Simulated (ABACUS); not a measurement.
Runs of ABACUS 3.10.1 on W. Symmetry: Im-3m, No. 229, cubic system. Conventional cell: a = 3.165 Å, b = 3.165 Å, c = 3.165 Å, α = 90.00°, β = 90.00°, γ = 90.00°. W (site symmetry m-3m) is surrounded by 8 W at 2.74 Å. 

```csv
task,level,potentials or basis,cell,k mesh,cutoff (eV),max steps of the relaxation,force threshold,optimiser,stress threshold,symmetry key,gap on the mesh (eV),pressure (GPa),relaxed volume (Å³/atom)
relaxation of cell and atoms,HCTH407,"PseudoDojo NC SR 0.5 PBE standard, plane waves",relaxed,10 × 10 × 10,1007,60,0.02 eV/Å,cg,1 kbar,1,none,0.0,(a)
single point,HCTH407,"PseudoDojo NC SR 0.5 PBE standard, plane waves",as given,10 × 10 × 10,1007,-,-,-,-,1,none,-6.5,-
single point,TPSS,"SG15 ONCV 1.2 PBE, plane waves",as given,8 × 8 × 8,1170,-,-,-,-,1,none,1.3,-
relaxation of cell and atoms,rSCAN,"SG15 ONCV 1.2 PBE, plane waves",relaxed,8 × 8 × 8,1170,60,0.005 eV/Å,cg,0.5 kbar,1,none,0.0,(b)
single point,rSCAN,"SG15 ONCV 1.2 PBE, plane waves",as given,8 × 8 × 8,1170,-,-,-,-,1,none,-11.8,-
```

Alike in all rows: no spin polarisation; smearing fermi-dirac 0.05 eV.

**Question.** Fill in the values left out.

**Answer.** (a) 15.52; (b) 15.26.

Caveats: the potentials were made for another functional, which shifts forces and pressure.

A k mesh can miss the band edges, and the runs leave out spin-orbit coupling on W.

A gap of «none» marks a metal or a gap under the smearing width.

The runs don't all hold the same shells in valence.
